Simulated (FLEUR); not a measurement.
The system is Sb.

```xyz
1
Lattice="3.1600 0.0000 0.0000 0.0000 3.1600 0.0000 0.0000 0.0000 3.1600" Properties=species:S:1:pos:R:3 pbc="T T T"
Sb    0.0000    0.0000    0.0000
```

This isn't the form of Sb at room conditions, which is rhombohedral.

```yaml
Program: FLEUR MaX-R8.1 (later development tree)
Task: single point
Functional: PBEsol
Potentials_or_basis: all-electron
Basis: FLAPW
Kmax: 4.1 1/bohr
k_mesh: 8 × 8 × 8
Occupations: fermi-dirac, width 0.05 eV
Spin: no spin polarisation
Gmax: 12.7 1/bohr
Muffin-tin_radii: Sb 2.66 bohr
lmax: Sb 10
lnonsphr: Sb 10
Local_orbitals_a_species: Sb 6
Max_iterations: 60
Mixing_factor: 0.05
Mixer: Anderson
Mixer_history: 15
```

On this cell: band gap on the k mesh none (metal or under the smearing width).

The same run follows on a disturbed copy (cell strained at random at fixed volume):

```
Sb
1.0
     3.18307   -0.00916   -0.07927
    -0.00916    3.13721   -0.05653
    -0.07927   -0.05653    3.16292
Sb
1
Direct
  0.00350 0.00307 0.97826
```

Problem. What changes?

Solution. The energy (extrapolated to zero smearing) moves by +1.3 meV/atom; band gap on the k mesh none (metal or under the smearing width).
